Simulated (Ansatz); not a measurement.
CaO:

```
CELL_PARAMETERS angstrom
0.00000 2.40356 2.40356
2.40356 0.00000 2.40356
2.40356 2.40356 0.00000
ATOMIC_POSITIONS crystal
Ca 0.00000 0.00000 0.00000
O 0.50000 0.50000 0.50000
```

The cell is a database's computed one.

| Quantity | Value |
| --- | --- |
| Program | Ansatz 0.2.0 |
| Task | relaxation of cell and atoms |
| Functional | PBEsol |
| Dispersion | D4 |
| Potentials or basis | Ansatz PAW |
| Cutoff | 420 eV (not typed: the program's choice for these potentials) |
| k mesh | 10 × 10 × 10 |
| Occupations | fermi-dirac, width 0.05 eV |
| Spin | no spin polarisation |

At the start: volume 13.89 Å³/atom.

Task: How do energy, volume and symmetry change on relaxing?

Result: It ends after 6 steps and the volume is 13.40 Å³/atom (-3.5 %); space group Fm-3m (No. 225, to 0.05 Å).

Step by step:
```tsv
step	energy change (eV)	largest force (eV/Å)	volume (Å³)
1	0.0000	0.0000	27.77
2	-0.0146	0.0000	26.63
3	-0.0146	0.0000	26.84
4	-0.0124	0.0000	26.84
5	-0.0125	0.0000	26.79
6	-0.0125	0.0000	26.79
```

Final structure:
```
CELL_PARAMETERS angstrom
0.00000 2.37497 2.37497
2.37497 0.00000 2.37497
2.37497 2.37497 0.00000
ATOMIC_POSITIONS crystal
Ca 0.00000 0.00000 0.00000
O 0.50000 0.50000 0.50000
```

Caveat: the plane-wave basis is chosen anew once the cell has moved, so the energies of steps on either side of that aren't comparable; the pressure holds a Pulay correction of +0.5 GPa for the finite cutoff; the PAW data sets come from PBE, with cores solved anew for the run's functional, which leaves a small shift of forces and pressure.
